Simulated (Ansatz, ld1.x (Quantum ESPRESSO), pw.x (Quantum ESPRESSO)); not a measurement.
## technetium (Tc): one change to the PAW potential, in the atom and in the fcc crystal

```
Element                 : Tc
Generator               : ld1.x (Quantum ESPRESSO) 7.5
Type                    : PAW
Functional              : PBE
Relativity              : scalar-relativistic
Frozen core             : [Kr]
Valence charge          : 7
Reference configuration : 4d5 5s2 5p0
Partial waves           : 5s (bound): rcut 1.90, rcutus 2.50 bohr; 5s channel at 1.05 Ry: rcut 1.90, rcutus 2.50 bohr; 5p (bound, empty): rcut 2.95, rcutus 3.50 bohr; 5p channel at 0.65 Ry: rcut 2.95, rcutus 3.50 bohr; 4d (bound): rcut 2.10, rcutus 2.55 bohr; 4d channel at 1.6 Ry: rcut 2.10, rcutus 2.55 bohr
Local potential         : all-electron potential smoothed inside 2.50 bohr (lloc = -1)
Core correction         : Bessel-smoothed model core, default radius (core density twice the valence density)
Augmentation charge     : PSQ, inside the norm-conserving radii
```

Change: all radii but the core radius scaled by about 1.15 (s 2.86, p 4.02, d 2.92 bohr, rcut 2.18/3.38/2.40); local potential all-electron potential smoothed inside 2.86 bohr (lloc = -1).

Cutoffs, loose and tight: the cutoffs (Ry, on a coarse ladder) from which the occupation-weighted sum of valence levels, in a spherical-Bessel basis at the reference potential, stays within 10 and 1 mRy of its value at 400 Ry. They do not see the model core or the augmentation charge, which bear on the density cutoff. Test errors are all-electron minus pseudo excitation energies from the reference, over the configurations 4d5 5s1 5p0; 4d5 5s0 5p0; 4d4 5s0 5p0; 4d4 5s2 5p1; 4d5 5s1 5p1; 4d5 5s1.5 5p0; 4d5 5s0 5p2; variants that change the core or the reference have their own tests.

Crystal test: fcc Tc in pw.x 7.5, no spin, 15³ k-points, Fermi–Dirac smearing 0.01 Ry, cutoffs set for each file from its atomic test. The reference is all-electron LAPW (Ansatz 0.2.0) with the same functional, mesh and smearing; V0 and B0 come from Birch–Murnaghan fits to the pressures at five volumes. Errors are pseudo minus all-electron; Δ is the rms difference of the E(V) curves that follow from these fits, minima aligned, over ±6 % about the mean V0. Mesh and smearing are coarse, so the numbers serve the comparison and aren't converged zero-temperature values; the lattice is a test structure that the element need not adopt.

All-electron: a0 = 3.873 Å (V0 = 14.52 Å³/atom), B0 = 295.3 GPa.

**Question.** Does the change bring the crystal closer to the all-electron result?

**Answer.** The mean pressure error goes from +10.31 to +18.71 GPa, so the change moves the solid further from the all-electron pressures.

```
                       quantity       base    changed
                 outcome (atom)  generated  generated
           cutoff, loose (atom)      15 Ry      12 Ry
           cutoff, tight (atom)      25 Ry      18 Ry
            bound ghosts (atom)       none       none
largest test error (meV) (atom)       -201       -202
           cutoffs in pw.x (Ry)     40/320     40/320
                         a0 (Å)      3.915          –
                   a0 error (%)      +1.08          –
                   B0 error (%)       -0.0          –
                   Δ (meV/atom)       31.0          –
      mean pressure error (GPa)     +10.31     +18.71
```

A dash: not determined, or the minimum lies outside the volumes sampled.

Base: The largest radius (3.50 bohr) exceeds half the bond length (2.59 bohr), so the spheres overlap, which is one possible source of error among others. This is a poor potential for the solid. The logarithmic derivative shows an extra or strongly shifted pseudo pole above the reference energy (s near 1.47 Ry). Changed file: The largest radius (4.02 bohr) exceeds half the bond length (2.59 bohr), so the spheres overlap, which is one possible source of error among others. This is a poor potential for the solid. The atomic cutoffs weigh occupied waves only.
